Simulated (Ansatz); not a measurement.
# Straining I

Computed with DFT PBE, scalar-relativistic, plane waves, PAW (Ansatz). Run with 420 eV cutoff, 12×6×18 k-mesh, Gaussian smearing of 0.10 eV, no spin polarisation.

The relaxed crystal:

```
I
1.0
     4.85398    0.00000    0.00000
     0.00000    9.00523    0.00000
    -1.77563    0.00000    2.36572
I
2
Direct
  0.50000 0.00000 0.50000
  0.00000 0.50000 0.50000
```

Deformation: biaxial strain in the a-b plane, with the length and tilt of c and the atoms relaxed, all within the symmetry that the strain leaves. Energies are extrapolated to zero smearing.

(1) Give the structure at +1.5 %.

Results:

(1)
```
I
1.0
     4.92676    0.00000   -0.01642
     0.00000    9.14031    0.00000
    -1.81007    0.00000    2.33981
I
2
Cartesian
  1.5583 0.0000 1.1617
  -0.9050 4.5702 1.1699
```
Space group C2/m (12), -0.3 meV/atom over the relaxed crystal.

This form isn't the element's structure at ambient conditions.